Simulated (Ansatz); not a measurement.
The system is C.

```
C
1.0
     2.52210    0.00000    0.00000
    -1.26105    2.18420    0.00000
     0.00000    0.00000    8.23710
C
8
Cartesian
  1.2611 0.7281 6.9501
  0.0000 1.4561 2.8315
  1.2611 0.7281 5.4056
  0.0000 1.4561 1.2870
  0.0000 0.0000 7.4649
  0.0000 0.0000 3.3463
  0.0000 0.0000 4.8908
  0.0000 0.0000 0.7722
```

This is a hexagonal form of diamond, not graphite.

```yaml
Program: Ansatz 0.2.0
Task: single point
Functional: PBE
Potentials_or_basis: Ansatz PAW
Cutoff: "420 eV (not typed: the program's choice for these potentials)"
k_mesh: 12 × 12 × 4
Occupations: fermi-dirac, width 0.05 eV
Spin: no spin polarisation
```

On this cell: pressure 2.3 GPa; largest force 0.329 eV/Å; band gap on the k mesh 4.42 eV, indirect (least direct gap 5.19 eV).

The same run follows on a disturbed copy (atoms moved at random, drawn with an rms of 0.05 Å):

```
C
1.0
     2.52210    0.00000    0.00000
    -1.26105    2.18420    0.00000
     0.00000    0.00000    8.23710
C
8
Cartesian
  1.2903 0.7669 6.9884
  -0.0053 1.4879 2.8404
  1.2448 0.6793 5.3775
  0.0260 1.4409 1.2611
  0.0012 0.0055 7.5086
  -0.0189 -0.0097 3.2658
  0.0272 0.0316 4.8588
  0.0117 0.0005 0.7466
```

Task: What does the disturbed cell give?

Result: The energy moves by +58.4 meV/atom; pressure 4.6 GPa; largest force 4.036 eV/Å; band gap on the k mesh 3.70 eV, indirect (least direct gap 4.19 eV).

Forces in eV/Å, atoms in the order of the input:
```
C   -1.076 -1.560 -1.048
C   -0.339 -1.673 -2.597
C    1.897  2.767  0.673
C   -0.615  0.771  0.206
C    0.824  0.992 -1.842
C    0.873  1.661  3.573
C   -1.913 -2.500 -0.238
C    0.349 -0.459  1.273
```

Stress tensor (GPa, compression positive):
```
 1.48  0.99  0.95
 0.99 -0.05  1.51
 0.95  1.51 12.25
```

A k mesh can miss the band edges.
